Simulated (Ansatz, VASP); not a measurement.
Al2O3: VASP beside Ansatz

Contents of INCAR:

```
  PREC = Accurate
  ENCUT = 520
  EDIFF = 1E-7
  ISMEAR = 0
  SIGMA = 0.05
  LREAL = F
  LASPH = T
  NELM = 100
  ALGO = Normal
  ISIF = 2
  LWAVE = F
  LCHARG = T
  GGA = PE
  IVDW = 12
  LELF = T
  LVHAR = T
  NBANDS = 20
```

The input KPOINTS:

```
regular mesh
0
Gamma
  12 12 4
```

File POSCAR:

```
Al2O3
1.0
    3.2504845347      0.0000000000      0.0000000000
   -1.6252422673      2.8150021817      0.0000000000
    0.0000000000      0.0000000000      6.5276234270
Al O
2 3
Direct
    0.0000000000      0.0000000000      0.2779510000
    0.0000000000      0.0000000000      0.7220490000
    0.3333333333      0.6666666667      0.1994540000
    0.6666666667      0.3333333333      0.8005460000
    0.0000000000      0.0000000000      0.5000000000
```

Input for Ansatz:

```yaml
crystal:
  lattice:
    - [3.2504845347, 0.0, 0.0]
    - [-1.6252422673, 2.8150021817, 0.0]
    - [0.0, 0.0, 6.527623427]
  atoms:
    - { symbol: Al, position: [0.0, 0.0, 0.277951] }
    - { symbol: Al, position: [0.0, 0.0, 0.722049] }
    - { symbol: O, position: [0.3333333333, 0.6666666667, 0.199454] }
    - { symbol: O, position: [0.6666666667, 0.3333333333, 0.800546] }
    - { symbol: O, position: [0.0, 0.0, 0.5] }
basis:
  ecutwfc: 420
kpoints:
  mp_grid: { grid: [12, 12, 4] }
hamiltonian:
  xc: pbe
  dispersion: d3bj
scf:
  occupations: { method: gaussian, width: 0.05 }
output:
  forces: true
  stress: true
  eigenvalues: true
```

Alike in both runs: task single point; functional PBE; dispersion D3(BJ); k mesh 12 × 12 × 4; occupations gaussian, width 0.05 eV; no spin polarisation.

|  | VASP | Ansatz |
| --- | --- | --- |
| version | VASP 6.6.1 | Ansatz 0.2.0 |
| potentials or method | VASP PAW PBE potentials, release 64 (Al, O) | scalar-relativistic, plane waves, PAW |
| plane-wave cutoff (eV) | 520 | 420 |
| valence electrons in the cell | 24 | 24 |

```tsv
	VASP	Ansatz	Ansatz less VASP
gap on the k mesh at the Fermi level (eV)	2.93	2.94	+0.014
least direct gap on the mesh (eV)	3.20	3.22	+0.018
pressure (GPa)	18.5	18.4	-0.09
largest component of the traceless stress (GPa)	88.42	87.99	-0.438
rms of the force components (eV/Å)	4.884	4.857	-0.0266
```

Atom by atom the forces differ by 0.027 eV/Å (rms over components).

Caveats: so large a pressure means that the cell lies far from this level's equilibrium, or that cutoff or potentials fall short (VASP); forces of over 1 eV/Å show positions far from the minimum, so gaps and moduli don't describe the material at rest. A k mesh can miss the band edges.
